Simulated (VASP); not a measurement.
# TiPt3: Ti into a neighbouring Ti vacancy, part 2 of 4

Wanted: the minimum-energy path in TiPt3 for this move: Ti into a neighbouring Ti vacancy. The start is a cell from a database of measured crystal structures.

VASP 6.6.1; PBE; plane waves and PAW (Pt, Ti).

So far. Step 2 (Relax the host): The run ended after 3 ionic steps, 0.043 eV below its first step, once forces and stress met EDIFFG = -0.02.

The database entry behind the starting cell is an old determination (1943), so it need not match the best structure at ambient conditions.

### Step 3. Relax the start

System of this step: Ti7Pt24. The cell holds 31 atoms: 24 Pt and 7 Ti. Its edges and angles: a = 7.876 Å, b = 7.876 Å, c = 7.876 Å, α = 90.0°, β = 90.0°, γ = 90.0°. It derives from TiPt3. Nearest the centre at fractional (0.000, 0.000, 0.250): Pt9 at 1.92 Å, Ti25 at 1.97 Å, Pt13 at 1.98 Å, Pt17 at 1.99 Å, Pt19 at 1.99 Å, Pt3 at 3.39 Å, Pt6 at 3.40 Å, Pt8 at 3.41 Å.

A path needs two true minima; the start is relaxed with symmetry off.

INCAR reads:

```
SYSTEM = Ti7Pt24
PREC = Normal
ENCUT = 280
EDIFF = 1E-05
NELM = 120
ISMEAR = 1
SIGMA = 0.15
LREAL = Auto
ALGO = Fast
GGA = PE
NBANDS = 156
LASPH = .TRUE.
LORBIT = 11
LWAVE = .FALSE.
LCHARG = .FALSE.
KPAR = 6
IBRION = 2
NSW = 60
ISIF = 2
EDIFFG = -0.05
POTIM = 0.4
MAXMIX = 40
ISYM = 0
```

POSCAR reads:

```
Ti7Pt24
1.0
    7.8760493014      0.0000000000      0.0000000000
    0.0000000000      7.8760493014      0.0000000000
    0.0000000000      0.0000000000      7.8760493014
Pt Ti
24 7
Direct
    0.2508775572      0.2520863713      0.0008390935
    0.2466908353      0.2522990102      0.5011334987
    0.2486364909      0.7514756589      0.0009257748
    0.2507469036      0.7500721739      0.5013882924
    0.7481298896      0.2495863156     -0.0012242669
    0.7515206766      0.2501008681      0.4992573516
    0.7480144653      0.7493469004      0.0000206758
    0.7493001494      0.7532860734      0.5025564195
    0.2431154253     -0.0047968548      0.2495561935
    0.2489279132      0.0005425131      0.7505518552
    0.2553779215      0.4971761965      0.2490411309
    0.2551873002      0.5016422015      0.7516837461
    0.7486947609     -0.0041850301      0.2504252506
    0.7502768243     -0.0031166693      0.7482650523
    0.7498170563      0.4976009505      0.2497504587
    0.7502424643      0.5000903657      0.7487143512
    0.0015077307      0.2522629796      0.2508147443
   -0.0020777682      0.2518579170      0.7487266712
    0.0022324914      0.7472783629      0.2523221470
   -0.0000509480      0.7468289968      0.7492029012
    0.5001373843      0.2506927111      0.2475058863
    0.4971879987      0.2505068138      0.7488147621
    0.5005980298      0.7519286815      0.2458131614
    0.5006459790      0.7531098002      0.7492444769
   -0.0020589373      0.0019102060      0.5006435879
    0.0022749555      0.4991233785     -0.0037628466
   -0.0002793552      0.4988678889      0.5019688140
    0.5004917004     -0.0041412875     -0.0030349304
    0.5022442446      0.0017261573      0.4983742017
    0.4999973367      0.5011314646      0.0011894398
    0.5022250805      0.5006513053      0.4997591982
```

KPOINTS reads:

```
Automatic mesh
0
Monkhorst-Pack
2 2 2
0 0 0
```

Potentials, in the order of the species: Pt and Ti (PBE family, release 64).

Started as:

```bash
$ mpirun -np 6 vasp_std
```

Output:

```text
[banner, memory and clock lines left out]
running    6 mpi-ranks, on    1 nodes
 distrk:  each k-point on    1 cores,    6 groups
 distr:  one band on    1 cores,    1 groups

 POSCAR found type information on POSCAR PtTi
 POSCAR found :  2 types and      31 ions
 [... a notice as in an earlier step ...]

 LDA part: xc-table for (Slater+PW92), standard interpolation
 POSCAR, INCAR and KPOINTS ok, starting setup
 FFT: planning ... GRIDC
 FFT: planning ... GRID_SOFT
 FFT: planning ... GRID
 WAVECAR not read
 entering main loop
       N       E                     dE             d eps       ncg     rms          rms(c)
DAV:   1     0.155121572998E+04    0.15512E+04   -0.80959E+04  1248   0.102E+03
DAV:   2     0.340861806536E+02   -0.15171E+04   -0.14319E+04  1256   0.276E+02
DAV:   3    -0.220173626685E+03   -0.25426E+03   -0.23840E+03  1816   0.924E+01
DAV:   4    -0.247461943645E+03   -0.27288E+02   -0.26470E+02  1712   0.314E+01
DAV:   5    -0.248465008472E+03   -0.10031E+01   -0.98598E+00  1712   0.527E+00    0.606E+01
RMM:   7    -0.230768959295E+03   -0.76819E+00   -0.46283E+01  1248   0.217E+01    0.248E+01
RMM:   8    -0.224956290243E+03    0.58127E+01   -0.18950E+01  1263   0.143E+01    0.818E+00
RMM:   9    -0.225392714349E+03   -0.43642E+00   -0.11882E+01  1331   0.473E+00    0.411E+00
RMM:  10    -0.225091087521E+03    0.30163E+00   -0.16523E+00  1311   0.374E+00    0.278E+00
RMM:  11    -0.225076105263E+03    0.14982E-01   -0.45004E-01  1370   0.152E+00    0.180E+00
RMM:  12    -0.225077269451E+03   -0.11642E-02   -0.20647E-01  1362   0.104E+00    0.102E+00
RMM:  13    -0.225066473835E+03    0.10796E-01   -0.64575E-02  1370   0.578E-01    0.653E-01
RMM:  14    -0.225063092702E+03    0.33811E-02   -0.28248E-02  1427   0.344E-01    0.347E-01
RMM:  15    -0.225062868804E+03    0.22390E-03   -0.88674E-03  1607   0.156E-01    0.184E-01
RMM:  16    -0.225062835131E+03    0.33672E-04   -0.17224E-03  1625   0.743E-02    0.140E-01
RMM:  17    -0.225062774258E+03    0.60874E-04   -0.11047E-03  1277   0.865E-02    0.992E-02
RMM:  18    -0.225062626230E+03    0.14803E-03   -0.35260E-04  1394   0.430E-02    0.320E-02
RMM:  19    -0.225062615135E+03    0.11095E-04   -0.18724E-04  1418   0.223E-02    0.102E-02
RMM:  20    -0.225062617972E+03   -0.28371E-05   -0.50121E-05   961   0.138E-02
   1 F= -.22506262E+03 E0= -.22508427E+03  d E =-.225063E+03
 curvature:   0.00 expect dE= 0.000E+00 dE for cont linesearch  0.000E+00
 trial: gam= 0.00000 g(F)=  0.151E+00 g(S)=  0.000E+00 ort = 0.000E+00 (trialstep = 0.100E+01)
 search vector abs. value=  0.151E+00
 bond charge predicted
       N       E                     dE             d eps       ncg     rms          rms(c)
DAV:   1    -0.225125065577E+03   -0.62450E-01   -0.30271E+01  1408   0.115E+01    0.638E-01
RMM:   2    -0.225158907580E+03   -0.33842E-01   -0.35491E-01  1260   0.187E+00    0.720E-01
RMM:   3    -0.225163727052E+03   -0.48195E-02   -0.10603E-01  1561   0.859E-01    0.370E-01
RMM:   4    -0.225163817980E+03   -0.90928E-04   -0.22511E-02  1551   0.287E-01    0.327E-01
RMM:   5    -0.225162288658E+03    0.15293E-02   -0.10127E-02  1335   0.213E-01    0.193E-01
RMM:   6    -0.225162695529E+03   -0.40687E-03   -0.80489E-03  1346   0.221E-01    0.135E-01
RMM:   7    -0.225162387648E+03    0.30788E-03   -0.16381E-03  1336   0.121E-01    0.924E-02
RMM:   8    -0.225162135207E+03    0.25244E-03   -0.77500E-04  1344   0.613E-02    0.513E-02
RMM:   9    -0.225162067239E+03    0.67968E-04   -0.45502E-04  1367   0.441E-02    0.211E-02
RMM:  10    -0.225162073701E+03   -0.64619E-05   -0.12731E-04  1425   0.232E-02    0.134E-02
RMM:  11    -0.225162072590E+03    0.11106E-05   -0.27077E-05   748   0.126E-02
   2 F= -.22516207E+03 E0= -.22518415E+03  d E =-.994546E-01
[...]
3 F= -.22517306E+03 E0= -.22519523E+03  d E =-.110441E+00
[...]
4 F= -.22517312E+03 E0= -.22519530E+03  d E =-.110502E+00
[...]
5 F= -.22518579E+03 E0= -.22520800E+03  d E =-.126737E-01
[...]
6 F= -.22519018E+03 E0= -.22521239E+03  d E =-.170596E-01
[...]
7 F= -.22519032E+03 E0= -.22521253E+03  d E =-.172043E-01
 curvature:  -1.25 expect dE=-0.550E-02 dE for cont linesearch -0.657E-05
 trial: gam= 0.28362 g(F)=  0.439E-02 g(S)=  0.000E+00 ort =-0.297E-03 (trialstep = 0.132E+01)
 search vector abs. value=  0.557E-02
 bond charge predicted
       N       E                     dE             d eps       ncg     rms          rms(c)
DAV:   1    -0.225191646381E+03   -0.13268E-02   -0.17840E+00  1264   0.278E+00    0.136E-01
RMM:   2    -0.225193552972E+03   -0.19066E-02   -0.19943E-02  1251   0.447E-01    0.182E-01
RMM:   3    -0.225193702700E+03   -0.14973E-03   -0.58835E-03  1363   0.200E-01    0.700E-02
RMM:   4    -0.225193741426E+03   -0.38726E-04   -0.16046E-03  1607   0.928E-02    0.626E-02
RMM:   5    -0.225193686514E+03    0.54913E-04   -0.48481E-04  1312   0.474E-02    0.356E-02
RMM:   6    -0.225193713285E+03   -0.26771E-04   -0.24376E-04  1357   0.364E-02    0.401E-02
RMM:   7    -0.225193685975E+03    0.27310E-04   -0.82558E-05  1286   0.209E-02    0.183E-02
RMM:   8    -0.225193685573E+03    0.40188E-06   -0.46410E-05   945   0.144E-02
   8 F= -.22519369E+03 E0= -.22521588E+03  d E =-.336114E-02
 trial-energy change:   -0.003361  1 .order   -0.003310   -0.005695   -0.000925
 step:   1.5622(harm=  1.5802)  dis= 0.00922  next Energy=  -225.193769 (dE=-0.344E-02)
 reached required accuracy - stopping structural energy minimisation
```

It took 2.2 min on 6 MPI ranks of AMD EPYC 7R43, shared host; peak memory 1.4 GiB; 12 min of CPU time.

From OUTCAR (step 3):

```text
 Found      4 irreducible k-points:

   k-points           NKPTS =      4   k-points in BZ     NKDIM =      4   number of bands    NBANDS=    156

   dimension x,y,z NGX =    32 NGY =   32 NGZ =   32
   dimension x,y,z NGXF=    64 NGYF=   64 NGZF=   64

   ENCUT  =  280.0 eV  20.58 Ry    4.54 a.u.  10.75 10.75 10.75*2*pi/ulx,y,z

   NELECT =     268.0000    total number of electrons

 E-fermi :   9.2070

 k-point     1 :       0.2500    0.2500    0.2500
  band No.  band energies     occupation
    ...
    130       8.4714      2.00000
    131       8.9259      2.02350
    132       8.9800      2.05410
    133       8.9820      2.05525
    134       9.1006      1.92627
    135       9.3270      0.02007
    136       9.4004     -0.06976
    137       9.5630     -0.00401
    138       9.5636     -0.00394
    139       9.6640     -0.00014
    ...

 k-point     2 :      -0.2500    0.2500    0.2500
  band No.  band energies     occupation
    ...
    130       8.4717      2.00000
    131       8.9252      2.02319
    132       8.9799      2.05404
    133       8.9825      2.05555
    134       9.1010      1.92437
    135       9.3268      0.02059
    136       9.3998     -0.06988
    137       9.5629     -0.00402
    138       9.5634     -0.00396
    139       9.6635     -0.00015
    ...

  Total       -6.8696401     -6.7063735     -6.7888935      0.0008733     -0.0121433      0.0093564
  in kB      -22.5278264    -21.9924210    -22.2630313      0.0028639     -0.0398220      0.0306828
  external PRESSURE =     -22.2610929 kB  Pullay stress =       0.0000000 kB

  energy-cutoff  :      280.00
  volume of cell :      488.57
      direct lattice vectors                 reciprocal lattice vectors
     7.876049301  0.000000000  0.000000000     0.126967209  0.000000000  0.000000000
     0.000000000  7.876049301  0.000000000     0.000000000  0.126967209  0.000000000
     0.000000000  0.000000000  7.876049301     0.000000000  0.000000000  0.126967209

 POSITION                                       TOTAL-FORCE (eV/Angst)
 -----------------------------------------------------------------------------------
      1.97567      1.96877      7.87458         0.010026      0.007164     -0.018125
      1.96518      1.96910      3.93489        -0.007174      0.002433      0.022657
      1.96552      5.90602      7.87570         0.016929     -0.017522     -0.014920
      1.97350      5.90633      3.93683         0.004395     -0.019049     -0.002648
      5.89850      1.97408      7.87434         0.007076     -0.009769     -0.013586
      5.91176      1.96483      3.93480         0.009798     -0.006955     -0.007263
      5.90864      5.89882      7.87421        -0.004702     -0.006655     -0.010669
      5.90423      5.90809      3.93410        -0.003714     -0.002543      0.014707
      1.96440      0.00072      1.97413         0.013563     -0.026508     -0.006952
      1.96558      7.87512      5.89946         0.031487      0.017374      0.000970
      1.97587      3.93655      1.96673        -0.009586      0.014177     -0.014373
      1.97483      3.93661      5.90642        -0.016018      0.021036      0.006622
      5.90876      7.87324      1.96794        -0.010092      0.022359      0.005031
      5.90541      0.00064      5.90196        -0.005976     -0.011423      0.000365
      5.90269      3.93468      1.96673         0.002226      0.017666      0.010045
      5.90357      3.93676      5.90077         0.013169      0.014049      0.008149
      0.00001      1.97824      1.96647        -0.004680      0.000092     -0.000658
      0.00022      1.97707      5.90698        -0.002600     -0.010140     -0.012118
      0.00060      5.89506      1.97635        -0.003188      0.031987     -0.024925
      7.87489      5.90279      5.89752         0.009081     -0.014928      0.007530
      3.93620      1.96083      1.96727         0.027102      0.000381      0.009698
      3.93936      1.96572      5.90128        -0.021927     -0.006553     -0.001534
      3.93849      5.91428      1.96283        -0.008943     -0.019546     -0.012803
      3.93907      5.91273      5.90999        -0.009686     -0.015198      0.006165
      0.00306      7.87463      3.93180        -0.020835     -0.000772      0.019021
      0.00309      3.93422      7.87136        -0.012506      0.016587      0.005774
      0.00123      3.93765      3.94130        -0.013760      0.000860     -0.016737
      3.93839      7.87289      7.87069         0.006280      0.006585      0.007464
      3.93616      0.00134      3.93423         0.015350     -0.013256      0.021426
      3.93792      3.93874      0.00078        -0.002820      0.004313     -0.012768
      3.94082      3.93616      3.93136        -0.008275      0.003754      0.024456
 -----------------------------------------------------------------------------------
    total drift:                               -0.005265      0.004670     -0.097893

  FREE ENERGIE OF THE ION-ELECTRON SYSTEM (eV)
  ---------------------------------------------------
  free  energy   TOTEN  =      -225.1936855727 eV

  energy  without entropy=     -225.2602755106  energy(sigma->0) =     -225.21588222

 total charge
# of ion       s       p       d       tot
------------------------------------------
    1        0.678   0.585   8.013   9.276
    2        0.691   0.627   8.035   9.353
    3        0.677   0.583   8.012   9.272
    4        0.691   0.627   8.035   9.352
    5        0.678   0.586   8.012   9.276
    6        0.691   0.626   8.035   9.352
    7        0.677   0.584   8.012   9.274
    8        0.691   0.626   8.035   9.352
    9        0.678   0.586   8.013   9.276
   10        0.677   0.585   8.012   9.275
   11        0.691   0.626   8.035   9.352
   12        0.691   0.625   8.035   9.350
   13        0.677   0.584   8.013   9.274
   14        0.677   0.584   8.012   9.274
   15        0.691   0.627   8.035   9.352
   16        0.691   0.626   8.035   9.352
   17        0.678   0.586   8.013   9.276
   18        0.678   0.585   8.013   9.275
   19        0.678   0.586   8.013   9.277
   20        0.678   0.585   8.012   9.275
   21        0.691   0.627   8.035   9.353
   22        0.691   0.626   8.035   9.351
   23        0.691   0.626   8.035   9.352
   24        0.690   0.625   8.034   9.350
   25        0.486   0.663   2.333   3.483
   26        0.486   0.662   2.332   3.480
   27        0.470   0.665   2.332   3.467
   28        0.486   0.662   2.332   3.480
   29        0.470   0.665   2.333   3.468
   30        0.470   0.665   2.331   3.466
   31        0.479   0.667   2.330   3.476
--------------------------------------------------
tot         19.768  19.183 208.891 247.842

[... 1 part as in an earlier step ...]

[... 5 further parts left out ...]
```

Relaxation path:

| step | energy less that of the first step (eV) | largest force (eV/Å) |
| --- | --- | --- |
| 1 | 0.0000 | 0.8143 |
| 2 | -0.0995 | 0.3291 |
| 3 | -0.1104 | 0.2229 |
| 4 | -0.1105 | 0.2214 |
| 5 | -0.1232 | 0.1508 |
| 6 | -0.1276 | 0.1303 |
| 7 | -0.1277 | 0.1272 |
| 8 | -0.1311 | 0.0407 |

The atoms that moved most (Å):

| atom | dx | dy | dz | length |
| --- | --- | --- | --- | --- |
| Pt9 | 0.050 | 0.038 | 0.009 | 0.063 |
| Pt11 | -0.036 | 0.021 | 0.005 | 0.041 |
| Pt12 | -0.035 | -0.014 | -0.014 | 0.040 |
| Ti28 | -0.004 | 0.029 | 0.019 | 0.035 |
| Pt8 | 0.003 | -0.025 | -0.024 | 0.035 |
| Pt13 | 0.012 | 0.030 | -0.004 | 0.033 |
| Pt2 | 0.022 | -0.018 | -0.012 | 0.031 |
| Ti26 | -0.015 | 0.003 | 0.025 | 0.029 |

The relaxed structure:

```cif
data_structure
_symmetry_space_group_name_H-M 'P 1'
_symmetry_Int_Tables_number 1
_cell_length_a 7.8760
_cell_length_b 7.8760
_cell_length_c 7.8760
_cell_angle_alpha 90.000
_cell_angle_beta 90.000
_cell_angle_gamma 90.000
_cell_volume 488.57
loop_
_atom_site_label
_atom_site_type_symbol
_atom_site_fract_x
_atom_site_fract_y
_atom_site_fract_z
_atom_site_occupancy
Pt1 Pt 0.25084 0.24997 0.99981 1
Pt2 Pt 0.24951 0.25001 0.49960 1
Pt3 Pt 0.24956 0.74987 0.99996 1
Pt4 Pt 0.25057 0.74991 0.49985 1
Pt5 Pt 0.74892 0.25064 0.99978 1
Pt6 Pt 0.75060 0.24947 0.49959 1
Pt7 Pt 0.75020 0.74896 0.99977 1
Pt8 Pt 0.74964 0.75013 0.49950 1
Pt9 Pt 0.24941 0.00009 0.25065 1
Pt10 Pt 0.24956 0.99988 0.74904 1
Pt11 Pt 0.25087 0.49981 0.24971 1
Pt12 Pt 0.25074 0.49982 0.74992 1
Pt13 Pt 0.75022 0.99964 0.24986 1
Pt14 Pt 0.74979 0.00008 0.74936 1
Pt15 Pt 0.74945 0.49958 0.24971 1
Pt16 Pt 0.74956 0.49984 0.74920 1
Pt17 Pt 0.00000 0.25117 0.24968 1
Pt18 Pt 0.00003 0.25102 0.74999 1
Pt19 Pt 0.00008 0.74848 0.25093 1
Pt20 Pt 0.99985 0.74946 0.74879 1
Pt21 Pt 0.49977 0.24896 0.24978 1
Pt22 Pt 0.50017 0.24958 0.74927 1
Pt23 Pt 0.50006 0.75092 0.24922 1
Pt24 Pt 0.50013 0.75072 0.75038 1
Ti25 Ti 0.00039 0.99982 0.49921 1
Ti26 Ti 0.00039 0.49952 0.99940 1
Ti27 Ti 0.00016 0.49995 0.50042 1
Ti28 Ti 0.50005 0.99960 0.99932 1
Ti29 Ti 0.49976 0.00017 0.49952 1
Ti30 Ti 0.49999 0.50009 0.00010 1
Ti31 Ti 0.50036 0.49976 0.49915 1
```

Numbers from this step:

* electronic cycles: 72
* electrons: 268
* free energy (TOTEN): -225.1937 eV
* energy at zero smearing: -225.2159 eV
* Fermi energy: 9.207 eV

The run ended after 8 ionic steps, 0.131 eV below its first step, once the forces on the free atoms met EDIFFG = -0.05.

A spacing of under 0.3 eV between levels on this mesh is not given as a gap, since the run was smeared as a metal.

(Part 2 of 4 ends here.)

[Lines on the potential files, build, host, timing and source positions are cut from VASP's logs without a mark.]

[Logs are printed without paths, hosts, clocks, repeated set-up lines and the standing remarks that a program may print on its own settings, such as how far it seeks lower states.]

[Hosts, paths, dates, database ids (printed as entryN), source tags and the programs' standing remarks are cut or masked in the printed files.]

[Runs that stopped without an error message from VASP are left out.]
